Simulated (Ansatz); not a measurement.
# Defect states of As on the P site in GaP

Wanted: localised states, quasiparticle levels and excitons of As on the P site in GaP.

Calculated with Ansatz 0.2.0; LDA, HSE06 and G0W0 in a supercell, plane waves, PAW.

Report form: the programs' logs are mostly left out.

## (1) Starting point

The cell holds 32 atoms: 16 Ga, 1 As and 15 P. Cell: a = 9.441 Å, b = 9.441 Å, c = 9.441 Å, α = 109.5°, β = 109.5°, γ = 109.5°. It derives from GaP. Nearest the centre at fractional (0.000, 0.250, 0.000): As17 at 0.00 Å, Ga16 at 2.42 Å, Ga5 at 2.42 Å, Ga1 at 2.42 Å, Ga2 at 2.42 Å, P28 at 3.87 Å, P24 at 3.87 Å, P22 at 3.87 Å.

The structure was relaxed with LDA (ions only). The runs that relaxed it are not among those shown.

## (2) The perfect supercell: LDA

This step: DFT, LDA, plane waves, PAW; PAW set soft_1.

The input, input.yaml:

```yaml
crystal:
  lattice:
    - [-5.4505, 5.4505, -5.4505]
    - [5.4505, 5.4505, 5.4505]
    - [5.4505, -5.4505, -5.4505]
  atoms:
    - { symbol: Ga, position: [0.0, 0.0, 0.0] }
    - { symbol: Ga, position: [0.25, 0.5, 0.25] }
    - { symbol: Ga, position: [0.5, 0.0, 0.5] }
    - { symbol: Ga, position: [0.75, 0.5, 0.75] }
    - { symbol: Ga, position: [0.75, 0.25, 0.0] }
    - { symbol: Ga, position: [0.0, 0.75, 0.25] }
    - { symbol: Ga, position: [0.25, 0.25, 0.5] }
    - { symbol: Ga, position: [0.5, 0.75, 0.75] }
[... 20 atom lines left out ...]
    - { symbol: P, position: [0.25, 0.0, 0.0] }
    - { symbol: P, position: [0.5, 0.5, 0.25] }
    - { symbol: P, position: [0.75, 0.0, 0.5] }
    - { symbol: P, position: [0.0, 0.5, 0.75] }
kpoints:
  mp_grid: { grid: [2, 2, 2] }
hamiltonian:
  xc: lda
  pseudopotentials: { kind: paw, azcp: { folder: soft_1 }, xc_functional: pbe }
scf:
  occupations: { method: fixed }
  n_extra_bands: 11
output:
  eigenvalues: true
```

The run is started by

```bash
ansatz run input.yaml --threads 8 --pin off --max-ram 17510MiB --backend cpu --events-out ev --progress --plain --runs-dir out
```

Wall time 3.1 s (8 threads of Arm Neoverse V2, shared host); peak memory 1.7 GiB; 23 s of CPU time.

This step gave:

| Quantity | Value |
| --- | --- |
| gap | 1.496 eV |
| valence top at | k = Γ |
| conduction bottom at | k = Γ |
| least direct gap | 1.496 eV |

In a supercell the zone is folded, so edges from different points of the primitive zone can meet at one k.

## (3) The perfect supercell: G0W0

G0W0 replaces the xc potential by the self-energy, built once from these orbitals. Only a window of levels is corrected, while the sums run over the empty bands that the input names. This step takes PAW set soft_1 files.

This step: G0W0 on LDA, plane waves, PAW; PAW set soft_1.

input.yaml: that of step 2 with these lines changed.

```diff
@@ -45,4 +45,6 @@
   occupations: { method: fixed }
-  n_extra_bands: 11
-output:
-  eigenvalues: true
+gw:
+  n_empty_bands: 683
+  ecut_chi: 85.0
+  qp_bands: [v5, c5]
+  screening: { model: contour_deformation }
```

Run time: 5.6 min. Hardware: 8 threads; peak memory 7.9 GiB.

Numbers from this step:

| Item | Value |
| --- | --- |
| bands summed | 827 |
| RPA ε∞ on this mesh (eigenvalues) | 12.49, 12.49, 12.49 |
| plane waves in the screening matrix | 1157 |
| G0W0 gap on the mesh | 1.978 eV |
| k of the valence top | 0, 0, 0 |
| k of the conduction bottom | 0, 0, 0 |
| starting gap on the mesh | 1.496 eV |
| least direct G0W0 gap on the computed points | 1.978 eV |

The gap on the mesh goes from 1.50 eV to 1.98 eV, a correction of +0.48 eV. Between the two edge states, bare exchange in place of the xc potential would open the gap by 5.58 eV, and correlation takes back 5.09 eV.

## (4) The perfect supercell: HSE06

The screened hybrid is the usual rung above semilocal functionals: a quarter of exact exchange, cut off beyond a few ångström.

This step: DFT, HSE06, plane waves, PAW; PAW set soft_1.

input.yaml: that of step 3 with these lines changed.

```diff
@@ -41,10 +41,8 @@
 hamiltonian:
-  xc: lda
-  pseudopotentials: { kind: paw, azcp: { folder: soft_1 }, xc_functional: pbe }
+  xc: hse06
+  pseudopotentials: { kind: paw, azcp: { folder: soft_1 } }
 scf:
   occupations: { method: fixed }
-gw:
-  n_empty_bands: 683
-  ecut_chi: 85.0
-  qp_bands: [v5, c5]
-  screening: { model: contour_deformation }
+  n_extra_bands: 7
+output:
+  eigenvalues: true
```

Elapsed: 84 s, on 8 threads; peak memory 6.8 GiB; 10 min of CPU time.

This step gave:

| Quantity | Value |
| --- | --- |
| gap | 2.289 eV |
| valence top at | k = Γ |
| conduction bottom at | k = Γ |
| least direct gap | 2.289 eV |

The gap stands +0.79 eV against LDA.

## (5) Is the closed shell lowest? The triplet at this geometry

This step: DFT, LDA, plane waves, PAW; PAW set soft_1.

The input, input.yaml:

```yaml
crystal:
  lattice:
    - [-5.4505, 5.4505, -5.4505]
    - [5.4505, 5.4505, 5.4505]
    - [5.4505, -5.4505, -5.4505]
  atoms:
    - { symbol: Ga, position: [0.0, -0.0064536392, 0.0] }
    - { symbol: Ga, position: [0.2564536392, 0.5064536392, 0.2564536392] }
    - { symbol: Ga, position: [0.5004204651, 0.0009705757, 0.5004204651] }
    - { symbol: Ga, position: [0.7494498894, 0.4990294243, 0.7494498894] }
    - { symbol: Ga, position: [0.7435463608, 0.25, 0.0] }
    - { symbol: Ga, position: [0.0, 0.7495795349, 0.2505501106] }
    - { symbol: Ga, position: [0.2505501106, 0.25, 0.4995795349] }
    - { symbol: Ga, position: [0.5004204651, 0.7504204651, 0.7509705757] }
[... 20 atom lines left out ...]
    - { symbol: P, position: [0.2510133069, -0.000876738, 0.0] }
    - { symbol: P, position: [0.5018900449, 0.500876738, 0.250876738] }
    - { symbol: P, position: [0.7489866931, -0.0010133069, 0.4981099551] }
    - { symbol: P, position: [0.0, 0.5010133069, 0.749123262] }
kpoints:
  mp_grid: { grid: [2, 2, 2] }
hamiltonian:
  xc: lda
  pseudopotentials: { kind: paw, azcp: { folder: soft_1 }, xc_functional: pbe }
scf:
  occupations: { method: fermi_dirac, width: 0.01 }
  n_extra_bands: 14
output:
  eigenvalues: true
magnetization:
  spin_polarized: true
  initial_magnetization: 2.0
  spin_locking: { lock_magnetization: hard }
```

It took 7.9 s on 8 threads; peak memory 2.7 GiB.

## (6) The defect cell: LDA

input.yaml: that of step 5 with these lines changed.

```diff
@@ -44,9 +44,17 @@
 scf:
-  occupations: { method: fermi_dirac, width: 0.01 }
-  n_extra_bands: 14
+  occupations: { method: fixed }
+  n_extra_bands: 11
 output:
   eigenvalues: true
-magnetization:
-  spin_polarized: true
-  initial_magnetization: 2.0
-  spin_locking: { lock_magnetization: hard }
+  band_densities:
+    - { bands: [v5, v5] }
+    - { bands: [v4, v4] }
+    - { bands: [v3, v3] }
+    - { bands: [v2, v2] }
+    - { bands: [v1, v1] }
+    - { bands: [c1, c1] }
+    - { bands: [c2, c2] }
+    - { bands: [c3, c3] }
+    - { bands: [c4, c4] }
+    - { bands: [c5, c5] }
+  volumetric_format: npy
```

The job ended after 17 s (8 threads; peak memory 2.2 GiB).

This step gave:

```yaml
highest_filled_to_lowest_empty_level: 1.396 eV
highest_filled_level_at: k = Γ
lowest_empty_level_at: k = Γ
least_direct_gap: 1.396 eV
```

Levels on the run's own zero; densities are means over the k mesh. Frontier bands, by row:

```tsv
band	lowest (eV)	highest (eV)	share of its density within 3 A of the centre	share of the cell's volume	participation ratio
v5	5.562	5.843	0.171	0.1746	0.4853
v4	5.613	5.843	0.2336	0.1746	0.4197
v3	5.651	6.977	0.3211	0.1746	0.2777
v2	5.911	6.977	0.0882	0.1746	0.3702
v1	5.911	6.977	0.2093	0.1746	0.348
c1	8.374	8.956	0.0854	0.1746	0.7929
c2	8.449	9.026	0.2291	0.1746	0.8498
c3	8.449	9.519	0.0871	0.1746	0.6212
c4	8.449	9.525	0.1272	0.1746	0.5703
c5	8.635	9.537	0.0975	0.1746	0.5763
```

Band density in the ac plane at fractional y = 0.250, through the centre, with atoms of Ga and As and P within 0.45 Å of it.

Ten steps, logarithmic in the rise over the least value, from '0' (0.00 × 1e-2 Å⁻³) to '9' (1.82 × 1e-2 Å⁻³), each cell a mean:
```
57653211111002356578678875
87654444432112456666667777
87666666654213456666555678
77777888765213455554323577
66789997775312334332113566
97799966875212222110024667
86789868874212221000135668
56777789863234432101245665
56666787643566654211345666
54445665446788765422345555
32335555468998776432334443
11245698579984787532223322
01355686678868986421111110
01355455567789975312332210
02344433345788864345655421
01333211134677644678776531
01222100024556446898787631
01221000013579657985688631
12221000024577567877998631
33332111234555566789997532
55543212234554446789987544
67654222234432345778777666
66764211122211245666667777
06753210000001345579768885
```
Columns run along a (9.4 Å), rows up along c (9.4 Å). Atoms in or near the plane, at fractional coordinates: Ga at (0.74, 0.00), Ga at (0.25, 0.50), Ga at (0.50, 0.25), Ga at (0.00, 0.74), As at (0.00, 0.00), P at (0.50, 0.50), P at (0.75, 0.25), P at (0.25, 0.75).

Band density in the ac plane at fractional y = 0.250, through the centre, with atoms of Ga and As and P within 0.45 Å of it.

Ten even steps from '0' (-0.51 × 1e-2 Å⁻³) to '9' (3.00 × 1e-2 Å⁻³), each cell a mean:
```
37632111111111122234347983
98521111111111122212245788
96421122221111112211223579
64222232222111111111122356
32223432332111111111112233
62235522432111111111111224
52345424532111111111111124
33333345432111121111111122
22222244322112222211111222
11111233322123443211111222
11111222221113543211111111
11111233122211332111111111
11111232123431121111111111
11111111224542111111111111
11112211223332222222222111
11111111122222223344332211
11111111111111234554332211
11111111111134234542232211
11111111112232223333432111
22222111112111122346532111
44432111112111112344321223
77753211111111112233222346
56853111111111112222224787
04742111111111112347437993
```
Columns run along a (9.4 Å), rows up along c (9.4 Å). Atoms in or near the plane, at fractional coordinates: Ga at (0.74, 0.00), Ga at (0.25, 0.50), Ga at (0.50, 0.25), Ga at (0.00, 0.74), As at (0.00, 0.00), P at (0.50, 0.50), P at (0.75, 0.25), P at (0.25, 0.75).

The triplet lies +1.61 eV from this closed shell.

## (7) The defect cell: G0W0, 2×2×2 mesh, 683 empty bands, screening to 85 eV, PAW set soft_1 files

This step: G0W0 on LDA, plane waves, PAW; PAW set soft_1.

input.yaml: that of step 6 with these lines changed.

```diff
@@ -45,16 +45,6 @@
   occupations: { method: fixed }
-  n_extra_bands: 11
-output:
-  eigenvalues: true
-  band_densities:
-    - { bands: [v5, v5] }
-    - { bands: [v4, v4] }
-    - { bands: [v3, v3] }
-    - { bands: [v2, v2] }
-    - { bands: [v1, v1] }
-    - { bands: [c1, c1] }
-    - { bands: [c2, c2] }
-    - { bands: [c3, c3] }
-    - { bands: [c4, c4] }
-    - { bands: [c5, c5] }
-  volumetric_format: npy
+gw:
+  n_empty_bands: 683
+  ecut_chi: 85.0
+  qp_bands: [v5, c5]
+  screening: { model: contour_deformation }
```

The job ended after 5.3 min (8 threads; peak memory 7.3 GiB).

Numbers from this step:

```
bands summed                                 : 832
RPA ε∞ on this mesh (eigenvalues)            : 12.74, 12.74, 12.74
plane waves in the screening matrix          : 1157
q-points in the mesh                         : 8
G0W0, highest filled to lowest empty level   : 1.884 eV
k of the highest filled level                : 0, 0, 0
k of the lowest empty level                  : 0, 0, 0
the same at the start                        : 1.396 eV
Z of the highest filled level                : 0.7616
Z of the lowest empty level                  : 0.7869
least direct G0W0 gap on the computed points : 1.884 eV
```

The gap on the mesh goes from 1.40 eV to 1.88 eV, a correction of +0.49 eV. Between the two edge states, bare exchange in place of the xc potential would open the gap by 5.56 eV, and correlation takes back 5.07 eV.

## (8) The defect cell: HSE06

This step: DFT, HSE06, plane waves, PAW; PAW set soft_1.

input.yaml: that of step 7 with these lines changed.

```diff
@@ -41,10 +41,12 @@
 hamiltonian:
-  xc: lda
-  pseudopotentials: { kind: paw, azcp: { folder: soft_1 }, xc_functional: pbe }
+  xc: hse06
+  pseudopotentials: { kind: paw, azcp: { folder: soft_1 } }
 scf:
   occupations: { method: fixed }
-gw:
-  n_empty_bands: 683
-  ecut_chi: 85.0
-  qp_bands: [v5, c5]
-  screening: { model: contour_deformation }
+  n_extra_bands: 7
+output:
+  eigenvalues: true
+  write_density: true
+  write_potential: true
+  elf: true
+  volumetric_format: npy
```

Elapsed: 90 s, on 8 threads; peak memory 7 GiB; 11 min of CPU time.

Numbers from this step:

```yaml
highest_filled_to_lowest_empty_level: 2.184 eV
highest_filled_level_at: k = Γ
lowest_empty_level_at: k = Γ
least_direct_gap: 2.184 eV
exact_exchange_fraction: 0.25
```

The gap stands +0.79 eV against LDA.

## (9) Levels and corrections

Bands near the gap of the defect cell: share of density within 3 Å of the centre, width over the mesh, and mean G0W0 correction less that of v1. Within a degenerate set only the sum of the shares has meaning.

```tsv
band	share near centre	LDA width (eV)	mean correction (eV)	Z
v5	0.17	0.28	−0.03	0.75
v4	0.23	0.23	−0.03	0.76
v3	0.32	1.33	−0.01	0.76
v2	0.09	1.07	−0.005	0.76
v1	0.21	1.07	+0.00	0.76
c1	0.09	0.58	+0.66	0.78
c2	0.23	0.58	+0.64	0.78
c3	0.09	1.07	+0.70	0.78
c4	0.13	1.08	+0.88	0.77
c5	0.10	0.90	+0.71	0.78
```

```tsv
level	gap, perfect (eV)	highest filled to lowest empty, defect cell (eV)
LDA	1.50	1.40
HSE06	2.29	2.18
G0W0	1.98	1.88
```

## (10) Outcome

* LDA, defect cell: 1.40 eV
* HSE06, defect cell: 2.18 eV
* G0W0, defect cell: 1.88 eV
* G0W0, perfect cell: 1.98 eV
* supercell: 32 atoms, 2×2×2 mesh
* known limits: not at the basis limit; no spin-orbit coupling

What this shows: No band shown gathers strongly near the centre, so the defect puts no clear level into the gap. G0W0 opens the host gap by +0.48 eV and the separation of highest filled and lowest empty level in the defect cell by +0.49 eV. Levels are vertical, at one geometry; charge transition levels would need relaxation in each state. The many-body steps are scalar-relativistic: spin-orbit coupling is not in them.

[Paths, hosts, dates, memory and timing lines, banners, echoed tables and standing remarks are left out of the program output.]

[Logs are printed without paths, hosts, clocks, repeated set-up lines and the standing remarks that a program may print on its own settings, such as how far it seeks lower states.]

[Runs of the session that timed out or met a known fault of the program may be left out.]

[Cells called generated may have been cut or substituted from an entry of the Crystallography Open Database or the Materials Project.]

[Hosts, paths, dates, database ids (printed as entryN), source tags and the programs' standing remarks are cut or masked in the printed files.]
